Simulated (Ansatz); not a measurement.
**MgS: computed properties**

Computed with DFT PBE, scalar-relativistic, plane waves, PAW in Ansatz.

Settings: cutoff 420 eV, Γ-centred mesh 8×8×8 on the computed 2-atom cell, Gaussian smearing of 0.02 eV; no spin polarisation.

The structure is relaxed at this level of theory with its symmetry kept, and needn't be the ground state of this composition.

```cif
data_structure
_symmetry_space_group_name_H-M 'P 1'
_symmetry_Int_Tables_number 1
_cell_length_a 4.0285
_cell_length_b 4.0285
_cell_length_c 4.0285
_cell_angle_alpha 60.000
_cell_angle_beta 60.000
_cell_angle_gamma 60.000
_cell_volume 46.23
loop_
_atom_site_label
_atom_site_type_symbol
_atom_site_fract_x
_atom_site_fract_y
_atom_site_fract_z
_atom_site_occupancy
Mg1 Mg 0.00000 0.00000 0.00000 1
S1 S 0.25000 0.25000 0.25000 1
```

Question: Formation energy from the elements' standard states (uncorrected)?

Answer: -1.430 eV/atom.

Question: Kohn–Sham band gap?

Answer: 3.37 eV, direct at Γ.

Question: Orbital (Löwdin) character of the top 1 eV of the valence band?

Answer: S 3p 97 %.

Question: Electron masses at the edge by direction of the standard setting (m_e; one valley, along these axes only; no spin-orbit coupling)?

Answer: x: 0.26; y: 0.26; z: 0.26.

Question: Hole masses at the edge by direction of the standard setting (m_e; one valley, along these axes only; no spin-orbit coupling)?

Answer: x: 1.5, 1.5, 0.33; y: 1.5, 1.5, 0.33; z: 1.5, 1.5, 0.33.

Question: Bader charge by site (e)?

Answer: Mg (1 in the cell) 1.63, S (1 in the cell) -1.63.

Another cell of MgS relaxed alike, in Fm-3m, lies 14 meV/atom lower, so this cell isn't the stable form at this level.

It was relaxed from a Materials Project cell. Kohn–Sham gaps at this level usually fall short of measured ones.
